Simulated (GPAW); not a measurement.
Set up this calculation in GPAW 26.7.0, as an ASE script.

```yaml
Task: equation of state
Functional: LDA
Potentials_or_basis: the program's PAW data sets (release 1.2.1) made for this functional
Cutoff: 600 eV
Basis: pw
k_mesh: 6 × 6 × 5
Occupations: fermi-dirac, width 0.05 eV
Spin: no spin polarisation
Maxiter: 150
Eos_scales: "[0.94, 0.96, 0.98, 1.0, 1.02, 1.04, 1.06]"
```

Crystal: Al3Cu2.

```
CELL_PARAMETERS angstrom
4.09195 0.00000 0.00000
-2.04598 3.54373 0.00000
0.00000 0.00000 4.99278
ATOMIC_POSITIONS crystal
Cu 0.66667 0.33333 0.16049
Cu 0.33333 0.66667 0.83951
Al 0.66667 0.33333 0.65007
Al 0.33333 0.66667 0.34993
Al 0.00000 0.00000 0.00000
```

The cell comes from a database or a generator and needn't be the stable form of this composition.

One way to write it, as run:

run.py

```python
from ase import Atoms
from ase.eos import EquationOfState
from ase.io import Trajectory
from ase.units import GPa
from gpaw import GPAW, PW

atoms = Atoms(['Cu', 'Cu', 'Al', 'Al', 'Al'],
              cell=[[4.0919516368, 0.0, 0.0],
                    [-2.0459758184, 3.5437340685, 0.0],
                    [0.0, 0.0, 4.9927787]],
              scaled_positions=[[0.6666666667, 0.3333333333, 0.16048787],
                                [0.3333333333, 0.6666666667, 0.83951213],
                                [0.6666666667, 0.3333333333, 0.65007465],
                                [0.3333333333, 0.6666666667, 0.34992535],
                                [0.0, 0.0, 0.0]],
              pbc=True)

traj = Trajectory('eos.traj', 'w')
volumes, energies = [], []
for x in [0.94, 0.96, 0.98, 1.0, 1.02, 1.04, 1.06]:
    a = atoms.copy()
    a.set_cell(atoms.cell * x**(1 / 3), scale_atoms=True)
    calc = GPAW(mode=PW(600),
                xc='LDA',
                kpts={'size': (6, 6, 5), 'gamma': True},
                occupations={'name': 'fermi-dirac', 'width': 0.05},
                nbands=32,
                convergence={'density': 1e-05, 'energy': 1e-05},
                maxiter=150,
                txt=f'eos-{x:.2f}.txt')
    a.calc = calc
    energies.append(a.get_potential_energy(force_consistent=True))
    volumes.append(a.get_volume())
    p = -a.get_stress()[:3].mean() / GPa
    calc.write(f'eos-{x:.2f}.gpw')
    traj.write(a)
    print(f'{x:.2f} {volumes[-1]:10.4f} A^3 {energies[-1]:14.6f} eV {p:9.3f} GPa', flush=True)

v0, e0, B = EquationOfState(volumes, energies, eos='birchmurnaghan').fit()
print(f'V0 = {v0:.4f} A^3, E0 = {e0:.6f} eV, B0 = {B / GPa:.2f} GPa')
```

Potentials or basis: the program's PAW data sets (release 1.2.1) made for this functional, pw.

Launch:

```console
$ OMP_NUM_THREADS=1 python run.py
```

It gave:

| Item | Value |
| --- | --- |
| Equilibrium volume | 14.13 Å³/atom |
| Bulk modulus at fixed shape and positions | 120 GPa |
| Pressure derivative of the bulk modulus | 4.5 |

Caveat: with this Cu data set, volumes or pressures lay over 1.5 % or 2 GPa off other programs in two to four cells of ten; the cell was scaled at fixed shape and fractional positions, which overstates the stiffness of a crystal with free parameters, most of all of layers and chains.

Wall time 5.1 min on 1 thread of Intel(R) Xeon(R) Platinum 8259CL CPU @ 2.50GHz (Skylake/Cascade Lake), with other jobs on the host, peak memory 0.32 GiB.
